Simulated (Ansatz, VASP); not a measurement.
**One calculation of Sc, two programs**

INCAR

```
PREC = Accurate
ENCUT = 520
EDIFF = 1E-6
ISMEAR = -1
SIGMA = 0.05
LREAL = False
LASPH = True
NELM = 60
ALGO = Normal
ISIF = 2
LWAVE = False
LCHARG = True
GGA = PS
LELF = True
LVHAR = True
NBANDS = 12
```

The input KPOINTS:

```
regular mesh
0
Gamma
  9 9 9
```

The input POSCAR:

```
Sc
1.0
    0.0000000000      2.2020255312      2.2020255312
    2.2020255312      0.0000000000      2.2020255312
    2.2020255312      2.2020255312      0.0000000000
Sc
1
Direct
    0.0000000000      0.0000000000      0.0000000000
```

Input for Ansatz:

```yaml
crystal:
  lattice:
    - [0.0, 2.202025531223363, 2.202025531223363]
    - [2.202025531223363, 0.0, 2.202025531223363]
    - [2.202025531223363, 2.202025531223363, 0.0]
  atoms:
    - { symbol: Sc, position: [0.0, 0.0, 0.0] }
basis:
  ecutwfc: 500.0
kpoints:
  mp_grid:
    grid: [9, 9, 9]
hamiltonian:
  xc: pbesol
scf:
  occupations:
    method: fermi_dirac
    width: 0.05
output:
  stress: true
```

This isn't the form of Sc at room conditions, which is hcp.

Alike in both runs: task single point; functional PBEsol; k mesh 9 × 9 × 9; occupations fermi-dirac, width 0.05 eV; no spin polarisation.

|  | VASP | Ansatz |
| --- | --- | --- |
| version | VASP 6.6.1 | Ansatz 0.2.0 |
| potentials or method | VASP PAW PBE potentials, release 64 (Sc_sv) | plane waves, PAW |
| plane-wave cutoff (eV) | 520 | 500 |
| valence electrons in the cell | 11 | 11 |

```csv
,VASP,Ansatz,Ansatz less VASP
pressure (GPa),6.4,6.4,-0.04
```

With one functional, cell and mesh, what is left measures potentials, basis and numerics.

Caveats: the PAW data sets were made with another functional, which shifts forces and pressure a little (VASP).
